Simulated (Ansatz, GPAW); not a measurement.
# Ballistic transport through an Al chain with one Ag atom in line, from relaxation to T(E), part 3 of 3

Wanted: T(E) of an Al chain with one Ag atom in line at a relaxed geometry in two programs, beside the unrelaxed structure.

GPAW 26.7.0 and Ansatz 0.2.0; Ansatz plane waves; relaxation of the junction with the lead ends held (the session's first sound run).

So far, open channels of the lead at the Fermi level (one spin): 2 in steps 3, 4 and 7.

## 10. Comparison

The curves are compared point by point over the common energies.

This step: comparison of transmission and cost over codes, levels and geometry (GPAW 26.7.0).

Ladder, by row:

```
    step    code  T at the Fermi level (sum over the listed spins)  conductance (G0)  r.m.s. T(E) from the first  wall time (s)  peak memory (GiB)  threads
  pw-pbe  Ansatz                                            0.9577            0.9583                           0          40.78              2.342        4
     dzp    GPAW                                            0.9589              0.96                     0.08699          122.6               1.19        1
     szp    GPAW                                            0.8924            0.8953                      0.2172          113.8               1.16        1
      sz    GPAW                                            0.9295            0.9311                      0.3065           61.9               1.06        1
dzp-RPBE    GPAW                                             0.936            0.9378                      0.1094          102.3               1.19        1
 asbuilt    GPAW                                            0.5121            0.5015                      0.4046          77.55               1.19        1
```

Transmission, zone mean, sum over the listed spins against energy, zero at the Fermi level:

```
energy (eV)  pw-pbe      dzp      szp       sz  dzp-RPBE  asbuilt
     -2.000   0.215    0.139    0.128   0.0538     0.126    0.227
     -1.800   0.317    0.223    0.204   0.0572     0.202    0.446
     -1.600   0.494    0.365    0.337   4.8e-7     0.327    0.742
     -1.400   0.855    0.680    0.550   1.6e-9     0.592    0.998
     -1.325   0.999    0.911   2.6e-7   1.1e-9     0.773    0.737
     -1.300   0.961    0.992   7.6e-8   1.1e-9     0.761    0.310
     -1.200       0   3.4e-8   7.9e-9   3.1e-9    2.9e-8   1.7e-8
     -1.000       0   6.1e-9   9.6e-8  1.3e-10    4.8e-9   2.2e-9
     -0.800       0  8.8e-10  1.8e-10  1.4e-11   8.0e-10   1.9e-9
     -0.600       0  5.7e-11  3.0e-11  7.1e-12   4.6e-11  3.4e-11
     -0.400  0.0746   3.2e-7   2.8e-9    0.762    4.3e-7   5.3e-9
     -0.300    1.01    0.996    0.995    0.975     0.992   0.0714
     -0.200   0.979    0.977    0.973    0.967     0.965    0.223
      0.000   0.958    0.959    0.892    0.930     0.936    0.512
      0.200   0.944    0.961    0.877    0.922     0.945    0.504
      0.400   0.839    0.854    0.752    0.814     0.843    0.450
      0.600   0.840    0.852    0.744    0.802     0.840    0.461
      0.800    1.11     1.11     1.12     1.07      1.06    0.518
      1.000    1.39     1.38     1.20     1.17      1.38    0.660
      1.200    1.42     1.39     1.25     1.19      1.37    0.913
      1.400    1.50     1.44     1.33     1.22      1.42     1.16
      1.600    1.63     1.54     1.46     1.28      1.51     1.39
      1.800    1.79     1.67     1.60     1.37      1.63     1.60
      2.000    1.94     1.80     1.74     1.45      1.76     1.79
```

## 11. Other settings

One more run, with changed settings.

This step: GPAW LCAO, PAW setups; Landauer transmission from Green's functions with principal layers (ASE), zero bias (GPAW 26.7.0).

Input file run.py:

```python
import json
import numpy as np
from ase import Atoms
from ase.transport.calculators import TransportCalculator
from gpaw import GPAW, FermiDirac
from gpaw.lcao.tools import get_lcao_hamiltonian
from scipy.linalg import eigh

# The junction with lead layers at both ends, along the third cell vector
device = Atoms(
    ['Al', 'Al', 'Al', 'Al', 'Al', 'Al', 'Al', 'Ag', 'Al', 'Al', 'Al', 'Al', 'Al', 'Al', 'Al'],
    positions=[
        [4.50000, 4.50000, 1.20000],
        [4.50000, 4.50000, 3.60000],
        [4.50000, 4.50000, 6.00000],
        [4.50000, 4.50000, 8.40000],
        [4.50000, 4.50000, 10.80000],
        [3.77445, 3.92387, 13.11351],
        [4.41754, 4.43756, 15.55926],
        [4.48431, 4.48987, 18.10738],
        [4.41062, 4.43183, 20.65459],
        [3.75942, 3.91051, 23.09714],
        [4.50000, 4.50000, 25.40240],
        [4.50000, 4.50000, 27.80240],
        [4.50000, 4.50000, 30.20240],
        [4.50000, 4.50000, 32.60240],
        [4.50000, 4.50000, 35.00240]],
    cell=[[9.0, 0.0, 0.0], [0.0, 9.0, 0.0], [0.0, 0.0, 36.2024]],
    pbc=True)

# One principal layer of the lead: the first 2 atoms of the device
lead = Atoms(
    ['Al', 'Al'],
    positions=[
        [4.50000, 4.50000, 1.20000],
        [4.50000, 4.50000, 3.60000]],
    cell=[[9.0, 0.0, 0.0], [0.0, 9.0, 0.0], [0.0, 0.0, 4.8]],
    pbc=True)

settings = dict(mode='lcao', basis='dzp', xc='PBE', h=0.2,
                occupations=FermiDirac(0.1), maxiter=75,
                mixer=dict(beta=0.1, nmaxold=8, weight=100.0),
                convergence=dict(density=0.0001))
energies = np.arange(-2, 2 + 1e-9, 0.025)
eta = 0.0001
n1, n2 = 1, 1
# k and -k transmit alike, so half of the mesh across the current serves
mesh = [(i, j) for i in range(n1) for j in range(n2) if (i, j) <= (-i % n1, -j % n2)]
weights = np.array([1 if (i, j) == (-i % n1, -j % n2) else 2 for i, j in mesh]) / (n1 * n2)


def ground_state(atoms, size, txt):
    atoms.calc = GPAW(kpts={'size': size, 'gamma': True}, symmetry={'tolerance': 1e-3}, txt=txt, **settings)
    atoms.get_potential_energy()
    return atoms.calc.get_fermi_level()


def blocks(atoms, fermi, points, nz, cells):
    """H - E_F S and S between cell 0 and the cells above it, at each point across the current."""
    kz = np.arange(nz) / nz
    calc = atoms.calc.fixed_density(kpts=[(*k, z) for k in points for z in kz], symmetry='off', txt=None)
    H, S = get_lcao_hamiltonian(calc)
    H = (H - fermi * S).reshape(len(H), len(points), nz, *S.shape[1:])
    S = S.reshape(H.shape[1:])
    phases = [np.exp(-2j * np.pi * kz * R) / nz for R in cells]
    return [(np.einsum('skzij,z->ksij', H, p), np.einsum('kzij,z->kij', S, p)) for p in phases]


def pair(a, b):
    return np.block([[a, b], [b.T.conj(), a]])


def count_channels(h, s, cells, nk=240):
    """Half the number of times that the lead's bands cross each energy, unfolded to its shortest repeat."""
    b = len(h) // cells
    bands = []
    for k in (np.arange(nk + 1) + 0.5) / nk:
        hk, sk = h[:b, :b].copy(), s[:b, :b].copy()
        for R in range(1, cells):
            phase, block = np.exp(2j * np.pi * k * R), slice(R * b, (R + 1) * b)
            hk += h[:b, block] * phase + (h[:b, block] * phase).T.conj()
            sk += s[:b, block] * phase + (s[:b, block] * phase).T.conj()
        w, u = eigh(sk)
        x = u[:, w > 1e-5] / w[w > 1e-5]**0.5  # drop near-dependent combinations
        bands.append(np.r_[eigh(x.T.conj() @ hk @ x, eigvals_only=True), [1e9] * (w <= 1e-5).sum()])
    below = np.array(bands)[:, :, None] < energies
    return (below[1:] != below[:-1]).sum((0, 1)) / 2


fermi_lead = ground_state(lead, (1, 1, 12), 'lead.txt')
fermi_device = ground_state(device, (1, 1, 2), 'device.txt')
T, channels, eigen, tail, misfit, shifts = [], [], [], 0.0, 0.0, []
for first in range(0, len(mesh), 493):
    points = [(i / n1, j / n2) for i, j in mesh[first:first + 493]]
    (H0k, S0k), (H1k, S1k), (H2k, _) = blocks(lead, fermi_lead, points, 5, range(3))
    [(Hk, Sk)] = blocks(device, fermi_device, points, 2, [0])
    tail = max(tail, abs(H2k).max())
    for H0, S0, H1, S1, H, S in zip(H0k, S0k, H1k, S1k, Hk, Sk):
        n = len(S0)
        # Shift the lead onto the potential of the device's first layer
        shift = ((H[:, 0, 0] - H0[:, 0, 0]) / S0[0, 0]).real.mean()
        shifts.append(shift)
        misfit = max(misfit, abs(H[:, :n, :n] - H0 - shift * S0).max())
        Tk, Ck, Ek = [], [], []
        for s in range(len(H)):
            t = s % len(H0)  # a lead without moments serves both spins
            h1, s1 = pair(H0[t] + shift * S0, H1[t] + shift * S1), pair(S0, S1)
            leads = dict(h1=h1, s1=s1, energies=energies, eta=eta, eta1=eta, eta2=eta)
            calc = TransportCalculator(h=H[s], s=S, eigenchannels=3, **leads)
            Tk.append(calc.get_transmission())
            Ek.append(np.sort(calc.eigenchannels_ne, axis=0)[::-1])
            Ck.append(count_channels(h1, s1, 4))
        T.append(Tk)
        channels.append(Ck)
        eigen.append(Ek)
T, channels = np.array(T), np.array(channels)
mean, open_channels = np.einsum('kse,k->se', T, weights), np.einsum('kse,k->se', channels, weights)

print(f'basis functions: device {len(S)}, principal layer {n}')
print(f'Fermi level: lead {fermi_lead:.4f} eV, device {fermi_device:.4f} eV; lead shifted by {np.mean(shifts):.4f} eV')
print(f'largest coupling past the next layer {tail:.2e} eV, largest misfit of the first layer {misfit:.3f} eV')
print('  E-E_F (eV)   ' + 'T (one spin)  channels')
for e, t, c in zip(energies, mean.T, open_channels.T):
    print(f'{e:10.3f}  ', *[f'{x:11.4e}' for x in t], *[f'{x:9.4f}' for x in c])

kT = 8.617333e-5 * 300
fine = np.linspace(energies[0], energies[-1], 4001)
both = np.exp(np.interp(fine, energies, np.log(np.maximum(mean.sum(0) * 2 / len(mean), 1e-30))))
fermi = lambda mu: 1 / (1 + np.exp(np.clip((fine - mu) / kT, -200, 200)))
slope = fermi(0) * (1 - fermi(0)) / kT
G = np.trapezoid(both * slope, fine) / 2
seebeck = -np.trapezoid(both * slope * fine, fine) / (2 * G * 300) * 1e6
print(f'conductance at 300 K: {G:.5g} G0 a cell; thermopower {seebeck:.4g} uV/K')
bias = [0.1, 0.2, 0.5, 1.0, 1.5, 2.0]
current = [38.74 * np.trapezoid(both * (fermi(V / 2) - fermi(-V / 2)), fine) for V in bias]
for V, I in zip(bias, current):
    print(f'current from the zero-bias T(E) at {V} V: {I:.5g} uA')
zero = abs(energies).argmin()
json.dump(dict(energies=energies.tolist(), T=mean.tolist(), channels=open_channels.tolist(), G=G, seebeck=seebeck,
               bias=bias, current=current, tail=tail, misfit=misfit, shift=np.mean(shifts), n_device=len(S), n_lead=n,
               fermi=[fermi_lead, fermi_device], energy=device.get_potential_energy(),
               moments=device.get_magnetic_moments().tolist(), mesh=mesh, weights=weights.tolist(),
               T_k=T[:, :, zero].tolist(), eigen=np.array(eigen[0]).tolist()), open('result.json', 'w'))
```

The run is started by

```bash
OMP_NUM_THREADS=1 OPENBLAS_NUM_THREADS=1 python run.py
```

Elapsed: 1.7 min, on 1 thread of Intel Xeon 6975P-C (Granite Rapids), shared host; peak memory 1.1 GiB.

The run finished. A setting was moved off its sound value on purpose, so it serves as a test and not as the result.

The fault put into the input: a principal layer shorter than the orbitals' reach (n_lead = 2 and period = 4.8).

Side by side:

```
                                           quantity   this run  sound run  difference
                                   conductance (G₀)    0.96387    0.96003     0.00384
largest coupling past the next principal layer (eV)   0.087053  9.421e-16      0.0871
   largest misfit of the first principal layer (eV)   0.010732   0.024768     -0.0140
                    shift that aligns the lead (eV)  0.0075870  0.0084107     -8.2e-4
               basis functions of a principal layer         26         52         -26
         transmission at the Fermi level (one spin)    0.96313    0.95894     0.00419
```

The two runs differ clearly in the largest coupling past the next principal layer: 0.0871 eV against 9.4e-16 eV.

## 12. Summary of results

```yaml
conductance: 0.960 G₀
transmission_at_the_fermi_level_mean_of_the_spins: 0.959
thermopower: about 0 (under 1.5 μV/K)
open_channels_of_the_lead_there: 2
```

In the dzp basis the junction conducts 0.960 G₀ at 300 K, with T = 0.959 a spin at the Fermi level; the sz basis reaches that conductance within 10 %. Relaxation moved atoms by up to 0.95 Å and took the conductance from 0.502 to 0.960 G₀, as a ratio a larger change than the step from dzp to the minimal basis. Plane waves (PBE) give T = 0.958 there. The scatterer reflects about 52 % of the incoming channels at the Fermi level. At the Fermi level two eigenchannels carry the current (0.73 and 0.23). Measured against the first run (pw-pbe), the nearest curve is that of dzp (r.m.s. 0.087) and the farthest that of asbuilt (0.40). Over the compared runs wall time goes from 41 s (pw-pbe) to 123 s (dzp), on a shared host; the plane-wave run used 4 threads and the orbital runs 1. The leads kept an estimated spacing and the cell its length, so the junction may be under some tension or compression. The run had no spin polarisation, so a magnetic state, which chains and small molecules with open shells often have, wasn't tested. An evenly spaced straight chain is an idealisation: free chains tend to dimerise, zigzag or, where a band edge lies near the Fermi level, turn magnetic. The currents use the zero-bias T(E) throughout, which holds only while the bias is small against the distance to the nearest feature.

[Logs are printed without paths, hosts, clocks, repeated set-up lines and the standing remarks that a program may print on its own settings, such as how far it seeks lower states.]

[Hosts, paths, dates, database ids (printed as entryN), source tags and the programs' standing remarks are cut or masked in the printed files.]
